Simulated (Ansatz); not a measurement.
A: IrO₂ (rutile), a = 4.529 Å, b = 4.529 Å, c = 3.180 Å, α = 90.00°, β = 90.00°, γ = 90.00°
B: Ti3SiC2 (MAX-312 type, space group P6_3/mmc), a = b = 3.0728 Å, c = 17.7228 Å, α = β = 90.00°, γ = 120.00°
C: Al2O3 (corundum), a = b = 4.809 Å, c = 13.124 Å, α = β = 90.00°, γ = 120.00°
D: ZnCu2SnS4 (kesterite type, space group I-4), a = b = 5.468 Å, c = 10.935 Å, α = β = γ = 90.00°
E: CdSe (wurtzite), a = b = 4.383 Å, c = 7.156 Å, α = β = 90.00°, γ = 120.00°

Scan: energy against volume (even scaling of the relaxed cell, symmetry kept). One method and one kind of scan serve all of them; meshes and ranges differ. All were relaxed with their symmetry unable to fall. At this level the bands of ZnCu2SnS4 touch or barely overlap; measurements give the solid a gap. IrO2 is run without spin polarisation and with no Hubbard U. Spin-orbit coupling is left out. Ti3SiC2 is run without spin polarisation. ZnCu2SnS4 is run without spin polarisation.

### Question
Order them by bulk modulus at fixed cell shape (fitted) (lowest first) at the level PBE (plane waves to 420 eV, PAW, scalar-relativistic; Ansatz, a program for electronic structure).

### Answer
E (44.6 GPa), D (67.9 GPa), B (184 GPa), C (230 GPa), A (274 GPa)

(A scan under strain: stresses follow from slopes of the energy per volume, elastic moduli from its curvatures.)
